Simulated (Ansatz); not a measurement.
A plane-wave DFT run in Ansatz 0.2.0 (scalar-relativistic PAW potentials unless the input names others): input and command.

```yaml
crystal:
  lattice:
    - [0.0, 3.1357496114, 3.1357496114]
    - [3.1357496114, 0.0, 3.1357496114]
    - [3.1357496114, 3.1357496114, 0.0]
  atoms:
    - { symbol: Ba, position: [0.0, 0.0, 0.0] }
    - { symbol: S, position: [0.5, 0.5, 0.5] }
basis:
  ecutwfc: 420
kpoints:
  mp_grid: { grid: [8, 8, 8] }
hamiltonian:
  xc: lda
  hubbard: { sites: [{ species: Ba, l: p, u_eff: 20.0 }] }
scf:
  occupations: { method: fixed }
  max_iter: 60
output:
  forces: true
  eigenvalues: true
  stress: true
```

```bash
ansatz run input.yaml --threads 1 --pin off --max-ram 1228MiB --backend cpu --events-out ev --progress --plain --runs-dir out
```

Abridged log:
```
Basis set: ecut = 420 eV, 1243 PW (Γ)
Bands: 12, of which v1, the nominal top of the filled ones, is band 8 counted from 1 (7 counted from 0)
Symmetry: 48 space group operations
k-points: 29 of 512
SCF iter   1: F=—  HF=-6647.654746 eV  |F-HF|=—  |Δ(HF+E_count)|=         —  Δρ=2.61e-2  dr2=8.94e-1  ethr=3.10e-3  ⟨swp⟩=5.3  Hψ=2078  notcnv=0  defer=50
SCF iter   2: F=—  HF=-6647.591165 eV  |F-HF|=—  |Δ(HF+E_count)|=   6.36e-2  Δρ=1.21e-2  dr2=1.29e-1  ethr=3.10e-3  ⟨swp⟩=2.2  Hψ=796  notcnv=0  defer=27
SCF iter   3: F=—  HF=-6647.648226 eV  |F-HF|=—  |Δ(HF+E_count)|=   5.71e-2  Δρ=4.46e-3  dr2=2.17e-2  ethr=8.07e-4  ⟨swp⟩=3.1  Hψ=709  notcnv=0  defer=51
SCF iter   4: F=—  HF=-6647.664858 eV  |F-HF|=—  |Δ(HF+E_count)|=   1.66e-2  Δρ=6.14e-4  dr2=2.70e-4  ethr=1.35e-4  ⟨swp⟩=3.2  Hψ=661  notcnv=0  defer=53
SCF iter   5: F=—  HF=-6647.665474 eV  |F-HF|=—  |Δ(HF+E_count)|=   6.17e-4  Δρ=1.79e-4  dr2=2.35e-5  ethr=1.69e-6  ⟨swp⟩=2.4  Hψ=642  notcnv=0  defer=53
SCF iter   6: F=—  HF=-6647.665479 eV  |F-HF|=—  |Δ(HF+E_count)|=   5.10e-6  Δρ=3.38e-5  dr2=1.33e-6  ethr=1.47e-7  ⟨swp⟩=2.0  Hψ=578  notcnv=0  defer=50
SCF iter   7: F=-6647.665479 eV  HF=-6647.665479 eV  |F-HF|=8.56e-9  |Δ(HF+E_count)|=   4.82e-7  Δρ=4.15e-6  dr2=1.24e-8  ethr=6.25e-10  ⟨swp⟩=10.9  Hψ=3167  notcnv=0
SCF 1 converged in 7 iterations: F = -6647.665479 eV  dr2 = 1.24e-8
SCF converged after 7 iterations
Free energy (F): -6647.665479 eV
Harris-Foulkes:  -6647.665479 eV  (|F-HF|=8.56e-9)
Internal energy: -6647.665479 eV  (E = F + TS)
E sigma→0 (E₀):  -6647.665479 eV
Fermi energy:    7.453102 eV
--- Forces (eV/Å), atoms counted from 1 ---
  atom   1  Ba     0.00000000     0.00000000     0.00000000
  atom   2  S      0.00000000     0.00000000     0.00000000
--- Stress (GPa, compression-positive) ---
        6.063629       0.000000       0.000000
        0.000000       6.063629       0.000000
        0.000000       0.000000       6.063629
  P = ⅓ Tr σ = 6.0636 GPa (60.636 kbar)
Occupation matrices written to <dir>
```

**Question.** What should be changed?

**Answer.** The fault is an enormous or negative U (hamiltonian.hubbard: not typed → {"sites": [{"species": "Ba", "l": "p", "u_eff": 20.0}]}, the first being the value of the sound run). Setting it back cures it. The run converged all the same, with an energy at zero smearing 2.9 eV/atom above the reference's (the Hamiltonian itself differs), pressure 6.06 GPa, largest force 0.000 eV/Å, gap on the mesh 0.53 eV, so convergence alone doesn't show that an input is right. A reference run on usual settings, whose relaxation ended at this geometry, converged, and the end of its own relaxation has pressure 0.00 GPa, largest force 0.000 eV/Å, gap on the mesh 1.91 eV.

The run took 2.5 s on 1 thread of Arm Neoverse V2, with other jobs on the host, peak memory 0.3 GiB.